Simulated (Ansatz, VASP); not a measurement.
# Cross-check of Ga3As2P between VASP and Ansatz, part 2 of 2

Aim: how closely do two programs agree when they are given the same cell, functional and k mesh? The cell is taken from a series of runs on this material, whose earlier steps may have relaxed, scaled, displaced or heated it; both programs get it as it stands.

VASP 6.6.1 and Ansatz 0.2.0.

So far: Set-up; Ansatz: single point, HSE06.

## (3) VASP: single point, HSE06

Level of this step: HSE06; plane waves and PAW (Ga_d, As, P) (VASP).

The same cell, functional and mesh now go to VASP, with its own data sets.

Lines of VASP's logs that name or quote its potential files are left out, and so is its time.

The run reads the wave functions of an earlier VASP run, which isn't shown here.

INCAR

```
SYSTEM = Ga3As2P
PREC = Accurate
ENCUT = 400
EDIFF = 1E-06
NELM = 100
ISMEAR = 0
SIGMA = 0.01
LREAL = .FALSE.
ALGO = Normal
LHFCALC = .TRUE.
AEXX = 0.25
GGA = PE
HFSCREEN = 0.208
LASPH = .TRUE.
NBANDS = 66
PRECFOCK = Fast
LORBIT = 11
LWAVE = .FALSE.
LCHARG = .FALSE.
KPAR = 4
NCORE = 4
ISIF = 2
```

POSCAR

```
Ga3As2P
1.0
    3.9526667531      0.0000000000      0.0000000000
    0.0000000000      3.9526667531      0.0000000000
    0.0000000000      0.0000000000     16.7187632196
Ga As P
6 4 2
Direct
    0.0000000000      0.0000000000      0.0395351084
    0.5000000000      0.5000000000      0.2101910291
    0.0000000000      0.0000000000      0.3810242830
    0.5000000000      0.5000000000      0.5518575369
    0.0000000000      0.0000000000      0.7225134575
    0.5000000000      0.5000000000      0.8810242830
    0.5000000000      0.0000000000      0.1249220021
    0.0000000000      0.5000000000      0.2956087313
    0.5000000000      0.0000000000      0.4664398346
    0.0000000000      0.5000000000      0.6371265638
    0.5000000000      0.0000000000      0.8017342396
    0.0000000000      0.5000000000      0.9603143264
```

KPOINTS

```
Automatic mesh
0
Gamma
4 4 2
0 0 0
```

PAW data sets: Ga_d, As and P (PBE family, release 64).

The run is started by

```console
> mpirun -np 16 vasp_std
```

Numbers of over 12 decimals in the logs are rounded to 6 here.

The log of the run:

```text
[banner, memory and clock lines left out]
running   16 mpi-ranks, on    1 nodes
 distrk:  each k-point on    4 cores,    4 groups
 distr:  one band on    4 cores,    1 groups

 POSCAR found type information on POSCAR GaAsP
 POSCAR found :  3 types and      12 ions
 LDA part: xc-table for (Slater+PW92), standard interpolation
 found WAVECAR, reading the header
 POSCAR, INCAR and KPOINTS ok, starting setup
 FFT: planning ... GRIDC
 FFT: planning ... GRID_SOFT
 FFT: planning ... GRID
 reading WAVECAR
 the WAVECAR file was read successfully
 initial charge from wavefunction
 entering main loop
       N       E                     dE             d eps       ncg     rms          rms(c)
DAV:   1    -0.606568704084E+02   -0.60657E+02   -0.43532E+00  2326   0.223E+01    0.332E+00
DAV:   2    -0.606780384332E+02   -0.21168E-01   -0.72285E-01  1984   0.584E+00    0.349E+00
DAV:   3    -0.606722676180E+02    0.57708E-02   -0.80090E-02  2214   0.193E+00    0.243E+00
DAV:   4    -0.606697235095E+02    0.25441E-02   -0.79628E-03  1810   0.594E-01    0.145E+00
DAV:   5    -0.606687382942E+02    0.98522E-03   -0.10268E-03  2008   0.196E-01    0.845E-01
DAV:   6    -0.606684447590E+02    0.29354E-03   -0.29976E-04  1850   0.116E-01    0.489E-01
DAV:   7    -0.606683463876E+02    0.98371E-04   -0.73150E-05  1908   0.738E-02    0.279E-01
DAV:   8    -0.606683094163E+02    0.36971E-04   -0.23719E-05  1886   0.425E-02    0.156E-01
DAV:   9    -0.606682971052E+02    0.12311E-04   -0.86626E-06  1864   0.265E-02    0.861E-02
DAV:  10    -0.606682934156E+02    0.36896E-05   -0.32760E-06  1624   0.147E-02    0.467E-02
DAV:  11    -0.606682923737E+02    0.10418E-05   -0.10577E-06  1054   0.992E-03    0.260E-02
DAV:  12    -0.606682921546E+02    0.21914E-06   -0.63728E-07  1034   0.676E-03
   1 F= -.60668292E+02 E0= -.60668292E+02  d E =-.620930E-45
```

From OUTCAR (step 3):

```text
ion  position               nearest neighbor table
   1  0.000  0.000  0.040-  12 2.38  12 2.38   7 2.44   7 2.44
   2  0.500  0.500  0.210-   7 2.44   7 2.44   8 2.44   8 2.44
   3  0.000  0.000  0.381-   9 2.44   9 2.44   8 2.44   8 2.44
   4  0.500  0.500  0.552-  10 2.44  10 2.44   9 2.44   9 2.44
   5  0.000  0.000  0.723-  11 2.38  11 2.38  10 2.44  10 2.44
   6  0.500  0.500  0.881-  11 2.38  12 2.38  11 2.38  12 2.38
   7  0.500  0.000  0.125-   2 2.44   2 2.44   1 2.44   1 2.44
   8  0.000  0.500  0.296-   3 2.44   3 2.44   2 2.44   2 2.44
   9  0.500  0.000  0.466-   3 2.44   3 2.44   4 2.44   4 2.44
  10  0.000  0.500  0.637-   4 2.44   4 2.44   5 2.44   5 2.44
  11  0.500  0.000  0.802-   5 2.38   5 2.38   6 2.38   6 2.38
  12  0.000  0.500  0.960-   1 2.38   1 2.38   6 2.38   6 2.38

  LATTYP: Found a simple tetragonal cell.
 ALAT       =     3.9526667531
 C/A-ratio  =     4.2297426684

 Subroutine GETGRP returns: Found  8 space group operations
 (whereof  4 operations were pure point group operations)

The static configuration has the point symmetry C_2v.
 The point group associated with its full space group is D_2d.

 Found     12 irreducible k-points:

   k-points           NKPTS =     12   k-points in BZ     NKDIM =     32   number of bands    NBANDS=     66

   dimension x,y,z NGX =    28 NGY =   28 NGZ =  112
   dimension x,y,z NGXF=    56 NGYF=   56 NGZF=  224

   ENCUT  =  400.0 eV  29.40 Ry    5.42 a.u.   6.45  6.45 27.26*2*pi/ulx,y,z

   NELECT =     108.0000    total number of electrons

 k-points in reciprocal lattice and weights: Automatic mesh
   0.00000000  0.00000000  0.00000000       0.031
   0.25000000  0.00000000  0.00000000       0.125
   0.50000000  0.00000000  0.00000000       0.062
   0.25000000  0.25000000  0.00000000       0.125
   0.50000000  0.25000000  0.00000000       0.125
   0.50000000  0.50000000  0.00000000       0.031
   0.00000000  0.00000000  0.50000000       0.031
   0.25000000  0.00000000  0.50000000       0.125
   0.50000000  0.00000000  0.50000000       0.062
   0.25000000  0.25000000  0.50000000       0.125
   0.50000000  0.25000000  0.50000000       0.125
   0.50000000  0.50000000  0.50000000       0.031

  exchange ACFDT corr.  =         0.00000000  see jH, gK, PRB 81, 115126

 average (electrostatic) potential at core
       1 -59.0937       2 -59.0551       3 -59.0522       4 -59.0551       5 -59.0937
       6 -59.1270       7 -46.2103       8 -46.2148       9 -46.2148      10 -46.2103
      11 -80.6377      12 -80.6377

 E-fermi :   3.8779

 k-point     1 :       0.0000    0.0000    0.0000
  band No.  band energies     occupation
    ...
     50       2.7706      2.00000
     51       2.7706      2.00000
     52       3.7601      2.00000
     53       3.7799      2.00000
     54       3.7799      2.00000
     55       5.5960      0.00000
     56       5.7895      0.00000
     57       5.7968      0.00000
     58       6.1170      0.00000
     59       6.3128      0.00000
    ...

 k-point     2 :       0.2500    0.0000    0.0000
  band No.  band energies     occupation
    ...
     50       2.6175      2.00000
     51       2.8748      2.00000
     52       2.8936      2.00000
     53       2.9327      2.00000
     54       3.5096      2.00000
     55       6.2437      0.00000
     56       6.3218      0.00000
     57       6.4461      0.00000
     58       6.9295      0.00000
     59       6.9665      0.00000
    ...

 k-point     3 :       0.5000    0.0000    0.0000
  band No.  band energies     occupation
    ...
     50       2.0025      2.00000
     51       2.6531      2.00000
     52       2.6644      2.00000
     53       2.6969      2.00000
     54       2.7008      2.00000
     55       6.2979      0.00000
     56       6.3028      0.00000
     57       6.3803      0.00000
     58       6.3903      0.00000
     59       7.4517      0.00000
    ...

  Total        1.6856873      1.6856873      0.4652482      0.0000000      0.0000000      0.0000000
  in kB       10.3395834     10.3395834      2.8537160      0.0000000      0.0000000      0.0000000
  external PRESSURE =       7.8442942 kB  Pullay stress =       0.0000000 kB

  energy-cutoff  :      400.00
  volume of cell :      261.21
      direct lattice vectors                 reciprocal lattice vectors
     3.952666753  0.000000000  0.000000000     0.252993754  0.000000000  0.000000000
     0.000000000  3.952666753  0.000000000     0.000000000  0.252993754  0.000000000
     0.000000000  0.000000000 16.718763220     0.000000000  0.000000000  0.059813037

 POSITION                                       TOTAL-FORCE (eV/Angst)
 -----------------------------------------------------------------------------------
      0.00000      0.00000      0.66098         0.000000      0.000000      0.035211
      1.97633      1.97633      3.51413         0.000000      0.000000      0.005385
      0.00000      0.00000      6.37025         0.000000      0.000000      0.000000
      1.97633      1.97633      9.22638         0.000000      0.000000     -0.005385
      0.00000      0.00000     12.07953         0.000000      0.000000     -0.035211
      1.97633      1.97633     14.72964         0.000000      0.000000      0.000000
      1.97633      0.00000      2.08854         0.000000      0.000000     -0.000355
      0.00000      1.97633      4.94221         0.000000      0.000000     -0.000010
      1.97633      0.00000      7.79830         0.000000      0.000000      0.000010
      0.00000      1.97633     10.65197         0.000000      0.000000      0.000355
      1.97633      0.00000     13.40400         0.000000      0.000000     -0.001400
      0.00000      1.97633     16.05527         0.000000      0.000000      0.001400
 -----------------------------------------------------------------------------------
    total drift:                                0.000011     -0.000019     -0.000240

  FREE ENERGIE OF THE ION-ELECTRON SYSTEM (eV)
  ---------------------------------------------------
  free  energy   TOTEN  =       -60.6682921546 eV

  energy  without entropy=      -60.6682921546  energy(sigma->0) =      -60.66829215

 total charge
# of ion       s       p       d       tot
------------------------------------------
    1        0.829   0.821  10.018  11.668
    2        0.838   0.816  10.013  11.667
    3        0.838   0.815  10.013  11.666
    4        0.838   0.816  10.013  11.667
    5        0.829   0.821  10.018  11.668
    6        0.821   0.824  10.024  11.669
    7        1.214   1.667   0.032   2.913
    8        1.215   1.664   0.032   2.910
    9        1.215   1.664   0.032   2.910
   10        1.214   1.667   0.032   2.913
   11        1.014   1.532   0.000   2.546
   12        1.014   1.532   0.000   2.546
--------------------------------------------------
tot         11.877  14.639  60.229  86.745

[... 3 further parts left out ...]
```

The run ends at a pressure of 0.78 GPa, with forces up to 0.035 eV/Å.

## (4) Side by side

Known differences besides the potentials themselves: exact exchange at q = 0 is treated differently, which shows on coarse meshes; VASP keeps PBE cores, Ansatz makes them for the functional; fixed occupations in Ansatz, narrow Gaussian smearing in VASP; the data sets hold 148 valence electrons in Ansatz (on its PAW soft_1 files) and 108 in VASP; the cutoff is 420 eV in Ansatz and 400 eV in VASP; VASP takes a coarser grid for exact exchange (PRECFOCK = Fast). Total energies have different zeros and are not compared.

The two programs side by side:

```csv
quantity,Ansatz,VASP,difference
gap on the k mesh (eV),1.819,1.816,+0.003
```

A gap on the mesh is an upper bound, since the band edges may lie between its points.

## (5) What came out

- difference in gap on the k mesh (single point, HSE06): 0.0034 eV

In words: The difference in gap on the k mesh is 0.0034 eV (single point, HSE06), within the 0.08 eV picked in this series as the mark of a large difference. The data sets hold unlike numbers of valence electrons (148 in Ansatz and 108 in VASP), so part of the differences comes from the potentials. Such differences can come from data sets, numerical settings and the points named under the comparisons, not from the functional's error against experiment.

[Lines on the potential files, build, host, timing and source positions are cut from VASP's logs without a mark.]

[Logs are printed without paths, hosts, clocks, repeated set-up lines and the standing remarks that a program may print on its own settings, such as how far it seeks lower states.]

[Hosts, paths, dates, database ids (printed as entryN), source tags and the programs' standing remarks are cut or masked in the printed files.]
